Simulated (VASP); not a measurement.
# AgCl (Pm-3m) in VASP: notebook

One crystal, AgCl, is run at these levels: r2SCAN; tasks: single point.

Everything below comes from runs of VASP 6.6.1. Logs are shortened: lines on timing, memory, paths and dates and some standing lists are left out, and cuts for length are marked.

## 1. The structure

The structure is cubic, space group Pm-3m (No. 221). Conventional cell: a = 3.434 Å, b = 3.434 Å, c = 3.434 Å, α = 90.00°, β = 90.00°, γ = 90.00°. Ag (site symmetry m-3m) is surrounded by 8 Cl at 2.97 Å. Cl (site symmetry m-3m) is surrounded by 8 Ag at 2.97 Å.

Measurements of this composition are mostly on another form, of space group No. 225.

## 2. Single point, r2SCAN

POSCAR reads:

```
AgCl
1.0
    3.4339730000      0.0000000000      0.0000000000
    0.0000000000      3.4339730000      0.0000000000
    0.0000000000      0.0000000000      3.4339730000
Ag Cl
1 1
Direct
    0.0000000000      0.0000000000      0.0000000000
    0.5000000000      0.5000000000      0.5000000000
```

INCAR.step1 reads:

```
SYSTEM = AgCl
  ALGO = Normal
  EDIFF = 1E-4
  ENCUT = 520
  GGA = PE
  ISMEAR = 0
  LASPH = .TRUE.
  LCHARG = .FALSE.
  LREAL = .FALSE.
  LWAVE = .TRUE.
  NBANDS = 16
  NELM = 80
  PREC = Accurate
  SIGMA = 0.05
```

INCAR.step2 reads:

```
SYSTEM = AgCl
  ALGO = Normal
  EDIFF = 1E-7
  ENCUT = 520
  ISIF = 2
  ISMEAR = 0
  ISTART = 1
  LASPH = .TRUE.
  LCHARG = .TRUE.
  LELF = .TRUE.
  LMIXTAU = .TRUE.
  LREAL = .FALSE.
  LVHAR = .TRUE.
  LWAVE = .FALSE.
  METAGGA = R2SCAN
  NBANDS = 16
  NELM = 80
  PREC = Accurate
  SIGMA = 0.05
```

KPOINTS reads:

```
k-points
0
G
  8 8 8
  0 0 0
```

Potentials or basis: VASP PAW PBE potentials, release 64 (Ag, Cl).

The run is started by

```console
$ cat potpaw_PBE.64/Ag/POTCAR potpaw_PBE.64/Cl/POTCAR > POTCAR
$ cp INCAR.step1 INCAR
$ mpirun -np 1 vasp_std > vasp.out
$ cp INCAR.step2 INCAR
$ mpirun -np 1 vasp_std > vasp.out
```

OUTCAR:

```text
SYSTEM = AgCl
   EDIFF = 1E-7
   ENCUT = 520
   ISIF = 2
   ISMEAR = 0
   ISTART = 1
   LASPH = .TRUE.
   LREAL = .FALSE.
   METAGGA = R2SCAN
   NELM = 80
   PREC = Accurate

 ion  position               nearest neighbor table
   1  0.000  0.000  0.000-   2 2.97   2 2.97   2 2.97   2 2.97   2 2.97   2 2.97   2 2.97   2 2.97

   2  0.500  0.500  0.500-   1 2.97   1 2.97   1 2.97   1 2.97   1 2.97   1 2.97   1 2.97   1 2.97

  LATTYP: Found a simple cubic cell.
 ALAT       =     3.4339730000

  Lattice vectors:

 A1 = (   3.4339730000,   0.0000000000,   0.0000000000)
 A2 = (   0.0000000000,   3.4339730000,   0.0000000000)
 A3 = (   0.0000000000,   0.0000000000,   3.4339730000)

Analysis of symmetry for initial positions (statically):
=====================================================================
 Subroutine PRICEL returns:
 Original cell was already a primitive cell.

 Routine SETGRP: Setting up the symmetry group for a
 simple cubic supercell.

 Subroutine GETGRP returns: Found 48 space group operations
 (whereof 48 operations were pure point group operations)
 out of a pool of 48 trial point group operations.

The static configuration has the point symmetry O_h .

Analysis of symmetry for dynamics (positions and initial velocities):
=====================================================================
 Subroutine PRICEL returns:
 Original cell was already a primitive cell.

 Routine SETGRP: Setting up the symmetry group for a
 simple cubic supercell.

 Subroutine GETGRP returns: Found 48 space group operations
 (whereof 48 operations were pure point group operations)
 out of a pool of 48 trial point group operations.

The dynamic configuration has the point symmetry O_h .

 Subroutine INISYM returns: Found 48 space group operations
 (whereof 48 operations are pure point group operations),
 and found     1 'primitive' translations

----------------------------------------------------------------------------------------

                                     Primitive cell

  volume of cell :      40.4940

  direct lattice vectors                    reciprocal lattice vectors
     3.433973000  0.000000000  0.000000000     0.291207881  0.000000000  0.000000000
     0.000000000  3.433973000  0.000000000     0.000000000  0.291207881  0.000000000
     0.000000000  0.000000000  3.433973000     0.000000000  0.000000000  0.291207881

  length of vectors
     3.433973000  3.433973000  3.433973000     0.291207881  0.291207881  0.291207881

  position of ions in fractional coordinates (direct lattice)
     0.000000000  0.000000000  0.000000000
     0.500000000  0.500000000  0.500000000

  ion indices of the primitive-cell ions
   primitive index   ion index
                 1           1
                 2           2

----------------------------------------------------------------------------------------

 KPOINTS: k-points

Automatic generation of k-mesh.
 Grid dimensions read from file:
 generate k-points for:    8    8    8

 Generating k-lattice:

  Cartesian coordinates                     Fractional coordinates (reciprocal lattice)
     0.036400985  0.000000000  0.000000000     0.125000000  0.000000000  0.000000000
     0.000000000  0.036400985  0.000000000     0.000000000  0.125000000  0.000000000
     0.000000000  0.000000000  0.036400985     0.000000000  0.000000000  0.125000000

  Length of vectors
     0.036400985  0.036400985  0.036400985

  Shift w.r.t. Gamma in fractional coordinates (k-lattice)
     0.000000000  0.000000000  0.000000000

 Subroutine IBZKPT returns following result:
 ===========================================

 Found     35 irreducible k-points:

 Following reciprocal coordinates:
            Coordinates               Weight
  0.000000  0.000000  0.000000      1.000000
  0.125000  0.000000  0.000000      6.000000
  0.250000  0.000000  0.000000      6.000000
  0.375000  0.000000  0.000000      6.000000
  0.500000  0.000000  0.000000      3.000000
  0.125000  0.125000  0.000000     12.000000
[... 16 lines left out ...]
  0.375000  0.375000  0.125000     24.000000
  0.500000  0.375000  0.125000     24.000000
 [... further k-points ...]
   k-points           NKPTS =     35   k-points in BZ     NKDIM =     35   number of bands    NBANDS=     16
   number of dos      NEDOS =    301   number of ions     NIONS =      2
   total plane-waves  NPLWV =  21952
   dimension x,y,z NGX =    28 NGY =   28 NGZ =   28
   dimension x,y,z NGXF=    56 NGYF=   56 NGZF=   56
   ions per type =               1   1
   NGX,Y,Z   is equivalent  to a cutoff of  13.56, 13.56, 13.56 a.u.
   NGXF,Y,Z  is equivalent  to a cutoff of  27.11, 27.11, 27.11 a.u.
 SYSTEM =  AgCl
   PREC   = accura    normal or accurate (medium, high low for compatibility)
   ISTART =      1    job   : 0-new  1-cont  2-samecut
   ICHARG =      0    charge: 1-file 2-atom 10-const
   ISPIN  =      1    spin polarized calculation?
   LNONCOLLINEAR =      F non collinear calculations
   LSORBIT =      F    spin-orbit coupling
   LASPH  =      T    aspherical Exc in radial PAW
   ENCUT  =  520.0 eV  38.22 Ry    6.18 a.u.   6.38  6.38  6.38*2*pi/ulx,y,z
   NELM   =     80;   NELMIN=  2; NELMDL=  0     # of ELM steps
   EDIFF  = 0.1E-06   stopping-criterion for ELM
   LREAL  =      F    real-space projection
   EDIFFG = 0.1E-05   stopping-criterion for IOM
   NSW    =      0    number of steps for IOM
   IBRION =     -1    ionic relax: 0-MD 1-quasi-New 2-CG
   NFREE  =      0    steps in history (QN), initial steepest desc. (CG)
   ISIF   =      2    stress and relaxation
   ISYM   =      2    0-nonsym 1-usesym 2-fastsym
   POTIM  = 0.5000    time-step for ionic-motion
   TEBEG  =    0.0;   TEEND  =   0.0 temperature during run
   PSTRESS=    0.0 pullay stress
   NELECT =      18.0000    total number of electrons
   NUPDOWN=      -1.0000    fix difference up-down
   EMIN   =  10.00;   EMAX   =-10.00  energy-range for DOS
   EFERMI =   0.00;   METHOD = LEGACY
   ISMEAR =     0;   SIGMA  =   0.05  broadening in eV -4-tet -1-fermi 0-gaus
   EFERMI_NEDOS =   21; number of points for ismear=-14 and -15
   IALGO  =     38    algorithm
   IMIX   =      4    mixing-type and parameters
     AMIX     =   0.40;   BMIX     =  1.00
     AMIX_MAG =   1.60;   BMIX_MAG =  1.00
  volume/ion in A,a.u.               =      20.25       136.63
  Fermi-wavevector in a.u.,A,eV,Ry     =   1.249402  2.361027 21.238760  1.561005
  Thomas-Fermi vector in A             =   2.383444
   LORBIT       =      0    0 simple, 1 ext, 2 COOP (PROOUT), +10 PAW based schemes
   METAGGA = R2SCAN    functional components
   LHFCALC =     F    Hartree Fock is set to
   AEXX    =    0.0000 exact exchange contribution
   IVDW    =     0    specifies the selected vdW correction
   LEPSILON=     F    determine dielectric tensor
   LRPA    =     F    only Hartree local field effects (RPA)
 non-spin polarized calculation
 Gauss-broadening in eV      SIGMA  =   0.05
  energy-cutoff  :      520.00
  volume of cell :       40.49
 maximum number of plane-waves:      1110
 NGX is ok and might be reduce to    28
   NGX = 13   NGY = 13   NGZ = 13

 number of electron      18.0000002 magnetization

 Free energy of the ion-electron system (eV)
  ---------------------------------------------------
  ext. energy  EPLUGINS =         0.00000000
  ---------------------------------------------------
  free energy    TOTEN  =       -28.39243101 eV

  energy without entropy =      -28.39243101  energy(sigma->0) =      -28.39243101

 E-fermi :   3.8080     XC(G=0): -10.8714

 val. band max:        3.5806627243   @ k =   0.5000   0.0000   0.0000
 cond. band min:       4.7468791618   @ k =   0.0000   0.0000   0.0000
 fundamental gap:      1.1662164376
 Fermi energy:         3.8079641087

 k-point     1 :       0.0000    0.0000    0.0000
  band No.  band energies     occupation
      1     -11.5967      2.00000
      2       0.8917      2.00000
      3       0.8917      2.00000
      4       1.8136      2.00000
      5       1.8136      2.00000
      6       1.8136      2.00000
[... 8 lines left out ...]
     15      18.2097      0.00000
     16      20.6986      0.00000

 k-point     2 :       0.1250    0.0000    0.0000
  band No.  band energies     occupation
      1     -11.5346      2.00000
      2       0.6646      2.00000
      3       0.9116      2.00000
      4       1.4122      2.00000
      5       1.4122      2.00000
      6       1.6637      2.00000
[... 8 lines left out ...]
     15      17.7747      0.00000
     16      20.6408      0.00000

 k-point     3 :       0.2500    0.0000    0.0000
  band No.  band energies     occupation
      1     -11.3777      2.00000
      2      -0.2688      2.00000
      3       0.9602      2.00000
      4       1.0268      2.00000
      5       1.0268      2.00000
      6       1.7393      2.00000
[... 8 lines left out ...]
     15      18.1846      0.00000
     16      20.5029      0.00000

 k-point     4 :       0.3750    0.0000    0.0000
  band No.  band energies     occupation
      1     -11.2092      2.00000
      2      -1.1160      2.00000
      3       0.7785      2.00000
      4       0.7785      2.00000
      5       1.0097      2.00000
      6       1.8565      2.00000
[... 8 lines left out ...]
     15      20.3156      0.00000
     16      20.3667      0.00000
[... 324 lines left out ...]
 k-point    22 :       0.5000    0.2500    0.1250
  band No.  band energies     occupation
      1     -10.9421      2.00000
      2      -0.8082      2.00000
      3       0.1972      2.00000
      4       1.2489      2.00000
      5       1.2793      2.00000
      6       1.6686      2.00000
[... 8 lines left out ...]
     15      18.1937      0.00000
     16      21.1036      0.00000

 k-point    23 :       0.3750    0.3750    0.1250
  band No.  band energies     occupation
      1     -10.8811      2.00000
      2      -0.3449      2.00000
      3      -0.0704      2.00000
      4       1.0780      2.00000
      5       1.3941      2.00000
      6       1.5833      2.00000
[... 8 lines left out ...]
     15      18.5037      0.00000
     16      20.1708      0.00000

 k-point    24 :       0.5000    0.3750    0.1250
  band No.  band energies     occupation
      1     -10.8289      2.00000
      2      -0.4072      2.00000
      3      -0.0817      2.00000
      4       1.1836      2.00000
      5       1.3027      2.00000
      6       1.6469      2.00000
[... 8 lines left out ...]
     15      18.5873      0.00000
     16      19.5999      0.00000

 [... further k-points ...]
[... 5 lines left out ...]
  --------------------------------------------------------------------------------------
  -------------------------------------------------------------------------------------
  Total       -0.4762440     -0.4762440     -0.4762440      0.0000000     -0.0000000      0.0000000
  in kB      -18.8429753    -18.8429753    -18.8429753      0.0000000     -0.0000000      0.0000000
  external PRESSURE =     -18.8429753 kB  Pullay stress =       0.0000000 kB

 VOLUME and BASIS-vectors are now :
 -----------------------------------------------------------------------------
  energy-cutoff  :      520.00
  volume of cell :       40.49
      direct lattice vectors                 reciprocal lattice vectors
     3.433973000  0.000000000  0.000000000     0.291207881  0.000000000  0.000000000
     0.000000000  3.433973000  0.000000000     0.000000000  0.291207881  0.000000000
     0.000000000  0.000000000  3.433973000     0.000000000  0.000000000  0.291207881

 POSITION                                       TOTAL-FORCE (eV/Angst)
 -----------------------------------------------------------------------------------
      0.00000      0.00000      0.00000         0.000000      0.000000      0.000000
      1.71699      1.71699      1.71699         0.000000      0.000000      0.000000
 -----------------------------------------------------------------------------------
    total drift:                               -0.000000      0.000000      0.000000

  FREE ENERGIE OF THE ION-ELECTRON SYSTEM (eV)
  ---------------------------------------------------
  free  energy   TOTEN  =       -28.3924310062 eV

  energy  without entropy=      -28.3924310062  energy(sigma->0) =      -28.39243101
```

Run time: 60 s. Hardware: 1 thread of Intel Xeon 6975P-C (Granite Rapids), shared host; peak memory 0.16 GiB.

What came out:

```yaml
Free_energy: -28.3924 eV
Pressure: -1.9 GPa
Band_gap_on_the_k_mesh: 1.17 eV, indirect (least direct gap 2.72 eV)
```

Caveat: the PAW data sets were made with another functional, which shifts forces and pressure a little. r2SCAN opens gaps a little over a GGA but as a rule still falls short of measured ones.

## 3. Single point, r2SCAN

POSCAR is that of step 2.

INCAR.step1 reads:

```
PREC = Accurate
ENCUT = 520
ISMEAR = 0
SIGMA = 0.05
LREAL = False
LASPH = True
NELM = 80
NBANDS = 16
GGA = PE
ALGO = Normal
EDIFF = 1E-4
LWAVE = True
LCHARG = False
```

INCAR.step2 reads:

```
PREC = Accurate
ENCUT = 520
EDIFF = 1E-7
ISMEAR = 0
SIGMA = 0.05
LREAL = False
LASPH = True
NELM = 80
ALGO = Normal
ISIF = 2
LWAVE = False
LCHARG = True
METAGGA = R2SCAN
LMIXTAU = True
LELF = True
LVHAR = True
NBANDS = 16
ISTART = 1
```

KPOINTS reads:

```
Automatic mesh
0
Gamma
  10 10 10
```

Potentials or basis: VASP PAW PBE potentials, release 64 (Ag, Cl).

The run is started by

```console
$ cat potpaw_PBE.64/Ag/POTCAR potpaw_PBE.64/Cl/POTCAR > POTCAR
$ cp INCAR.step1 INCAR
$ mpirun -np 1 vasp_std > vasp.out
$ cp INCAR.step2 INCAR
$ mpirun -np 1 vasp_std > vasp.out
```

OUTCAR:

```text
PREC = Accurate
   ENCUT = 520
   EDIFF = 1E-7
   ISMEAR = 0
   LREAL = False
   LASPH = True
   NELM = 80
   ISIF = 2
   METAGGA = R2SCAN
   ISTART = 1

 ion  position               nearest neighbor table
   1  0.000  0.000  0.000-   2 2.97   2 2.97   2 2.97   2 2.97   2 2.97   2 2.97   2 2.97   2 2.97

   2  0.500  0.500  0.500-   1 2.97   1 2.97   1 2.97   1 2.97   1 2.97   1 2.97   1 2.97   1 2.97

  LATTYP: Found a simple cubic cell.
 ALAT       =     3.4339730000

  Lattice vectors:

 A1 = (   3.4339730000,   0.0000000000,   0.0000000000)
 A2 = (   0.0000000000,   3.4339730000,   0.0000000000)
 A3 = (   0.0000000000,   0.0000000000,   3.4339730000)

Analysis of symmetry for initial positions (statically):
=====================================================================
 Subroutine PRICEL returns:
 Original cell was already a primitive cell.

 Routine SETGRP: Setting up the symmetry group for a
 simple cubic supercell.

 Subroutine GETGRP returns: Found 48 space group operations
 (whereof 48 operations were pure point group operations)
 out of a pool of 48 trial point group operations.

The static configuration has the point symmetry O_h .

Analysis of symmetry for dynamics (positions and initial velocities):
=====================================================================
 Subroutine PRICEL returns:
 Original cell was already a primitive cell.

 Routine SETGRP: Setting up the symmetry group for a
 simple cubic supercell.

 Subroutine GETGRP returns: Found 48 space group operations
 (whereof 48 operations were pure point group operations)
 out of a pool of 48 trial point group operations.

The dynamic configuration has the point symmetry O_h .

 Subroutine INISYM returns: Found 48 space group operations
 (whereof 48 operations are pure point group operations),
 and found     1 'primitive' translations

[... 109 lines left out ...]
   ISMEAR =     0;   SIGMA  =   0.05  broadening in eV -4-tet -1-fermi 0-gaus
   EFERMI_NEDOS =   21; number of points for ismear=-14 and -15
   IALGO  =     38    algorithm
   IMIX   =      4    mixing-type and parameters
     AMIX     =   0.40;   BMIX     =  1.00
     AMIX_MAG =   1.60;   BMIX_MAG =  1.00
  volume/ion in A,a.u.               =      20.25       136.63
  Fermi-wavevector in a.u.,A,eV,Ry     =   1.249402  2.361027 21.238760  1.561005
  Thomas-Fermi vector in A             =   2.383444
   LORBIT       =      0    0 simple, 1 ext, 2 COOP (PROOUT), +10 PAW based schemes
   METAGGA = R2SCAN    functional components
   LHFCALC =     F    Hartree Fock is set to
   AEXX    =    0.0000 exact exchange contribution
   IVDW    =     0    specifies the selected vdW correction
   LEPSILON=     F    determine dielectric tensor
   LRPA    =     F    only Hartree local field effects (RPA)
 non-spin polarized calculation
 Gauss-broadening in eV      SIGMA  =   0.05
  energy-cutoff  :      520.00
  volume of cell :       40.49
 maximum number of plane-waves:      1108
 NGX is ok and might be reduce to    28
   NGX = 13   NGY = 13   NGZ = 13

 number of electron      18.0000002 magnetization

 Free energy of the ion-electron system (eV)
  ---------------------------------------------------
  ext. energy  EPLUGINS =         0.00000000
  ---------------------------------------------------
  free energy    TOTEN  =       -28.39254921 eV

  energy without entropy =      -28.39254921  energy(sigma->0) =      -28.39254921

 E-fermi :   3.7988     XC(G=0): -10.8715

 val. band max:        3.5805378684   @ k =   0.5000   0.0000   0.0000
 cond. band min:       4.7468553140   @ k =   0.0000   0.0000   0.0000
 fundamental gap:      1.1663174456
 Fermi energy:         3.7987626507

 k-point     1 :       0.0000    0.0000    0.0000
  band No.  band energies     occupation
      1     -11.5969      2.00000
      2       0.8918      2.00000
      3       0.8918      2.00000
      4       1.8137      2.00000
      5       1.8137      2.00000
      6       1.8137      2.00000
[... 433 lines left out ...]
      3       0.6768      2.00000
      4       0.9428      2.00000
      5       1.1299      2.00000
      6       1.7266      2.00000
[... 8 lines left out ...]
     15      18.6514      0.00000
     16      20.1814      0.00000

 [... further k-points ...]
[... 5 lines left out ...]
  --------------------------------------------------------------------------------------
  -------------------------------------------------------------------------------------
  Total       -0.4765648     -0.4765648     -0.4765648     -0.0000000      0.0000000     -0.0000000
  in kB      -18.8556667    -18.8556667    -18.8556667     -0.0000000      0.0000000     -0.0000000
  external PRESSURE =     -18.8556667 kB  Pullay stress =       0.0000000 kB

 VOLUME and BASIS-vectors are now :
 -----------------------------------------------------------------------------
  energy-cutoff  :      520.00
  volume of cell :       40.49
      direct lattice vectors                 reciprocal lattice vectors
     3.433973000  0.000000000  0.000000000     0.291207881  0.000000000  0.000000000
     0.000000000  3.433973000  0.000000000     0.000000000  0.291207881  0.000000000
     0.000000000  0.000000000  3.433973000     0.000000000  0.000000000  0.291207881

 POSITION                                       TOTAL-FORCE (eV/Angst)
 -----------------------------------------------------------------------------------
      0.00000      0.00000      0.00000         0.000000      0.000000      0.000000
      1.71699      1.71699      1.71699         0.000000      0.000000      0.000000
 -----------------------------------------------------------------------------------
    total drift:                               -0.000000      0.000000      0.000000

  FREE ENERGIE OF THE ION-ELECTRON SYSTEM (eV)
  ---------------------------------------------------
  free  energy   TOTEN  =       -28.3925492065 eV

  energy  without entropy=      -28.3925492065  energy(sigma->0) =      -28.39254921
```

Wall time 96 s (1 thread of Intel Xeon 6975P-C (Granite Rapids), shared host); peak memory 0.17 GiB.

Results:

```yaml
Free_energy: -28.3925 eV
Pressure: -1.9 GPa
Band_gap_on_the_k_mesh: 1.17 eV, indirect (least direct gap 2.72 eV)
```

Caveat: the PAW data sets were made with another functional, which shifts forces and pressure a little. r2SCAN opens gaps a little over a GGA but as a rule still falls short of measured ones.
